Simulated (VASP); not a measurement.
BeS: equation of state with PBEsol

BeS:

```xyz
2
Lattice="0.0000 2.4250 2.4250 2.4250 0.0000 2.4250 2.4250 2.4250 0.0000" Properties=species:S:1:pos:R:3 pbc="T T T"
S     3.6375    3.6375    3.6375
Be    0.0000    0.0000    0.0000
```

- Program: VASP 6.6.1
- Task: equation of state
- Functional: PBEsol
- Potentials or basis: VASP PAW PBE potentials, release 64 (S, Be)
- Cutoff: 520 eV
- k mesh: 9 × 9 × 9
- Occupations: fermi-dirac, width 0.05 eV
- Spin: no spin polarisation
- Ladder: free
- Further INCAR settings: ALGO = Normal; EDIFF = 1e-07; NBANDS = 11

```
Equilibrium volume                      : 14.18 Å³/atom
Bulk modulus                            : 97 GPa
Pressure derivative of the bulk modulus : 3.8
```

Energy against volume, from the lowest point:
| volume (Å³/atom) | energy (meV/atom) |
| --- | --- |
| 13.405 | 14.01 |
| 13.690 | 5.37 |
| 13.975 | 0.82 |
| 14.261 | 0.00 |
| 14.546 | 2.56 |
| 14.831 | 8.19 |
| 15.116 | 16.62 |

All runs of the series together: 89 s on 1 thread of Intel(R) Xeon(R) Platinum 8259CL CPU @ 2.50GHz (Skylake/Cascade Lake), with other jobs on the host.

Caveat: the PAW data sets were made with another functional, which shifts forces and pressure a little.
